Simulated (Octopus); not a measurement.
## KF (Carobbiite) under changes of volume

One of the cells (19.074 Å³/atom); the others are scaled copies at fixed shape and fractional positions:

```
K F
1.0
     0.00000    2.67185    2.67185
     2.67185    0.00000    2.67185
     2.67185    2.67185    0.00000
K F
1 1
Direct
  0.00000 0.00000 0.00000
  0.50000 0.50000 0.50000
```

| Quantity | Value |
| --- | --- |
| Program | Octopus 16.4 |
| Functional | PBEsol |
| Potentials or basis | pseudodojo_pbesol (PseudoDojo 0.4, PBEsol) |
| Grid spacing | 0.130 Å |
| k mesh | 9 × 9 × 9 |
| Occupations | fermi-dirac, width 0.05 eV |
| Spin | no spin polarisation |

| volume (Å³/atom) | energy over the lowest point (meV/atom) | gap on the mesh (eV) |
| --- | --- | --- |
| 17.929 | 3.81 | 6.38 |
| 18.311 | 1.10 | 6.27 |
| 18.692 | 0.00 | 6.16 |
| 19.074 | 0.01 | 6.06 |
| 19.455 | 1.32 | 5.97 |
| 19.837 | 3.63 | 5.87 |
| 20.218 | ? | ? |

Problem. What does the run at 20.218 Å³/atom give?

Solution. Energy over the lowest point 7.14 meV/atom; gap on the mesh 5.78 eV.

Worked out: A Birch-Murnaghan fit of order 3 (a polynomial in V^(-2/3)) to the other rows has its minimum at 18.85 Å³/atom with B0 = V·E''(V) = 26 GPa and B' = 4.5. It gives 6.87 meV/atom at 20.218 Å³/atom, against the run's 7.14. A straight line through the other rows of the gap, of slope -5.02 eV per unit of ln V (its deformation potential), extrapolates to 5.77 eV, against the run's 5.78.

Energies are extrapolated to zero smearing.

Caveats: an odd mesh through Γ misses points on the zone boundary, where band edges often lie.
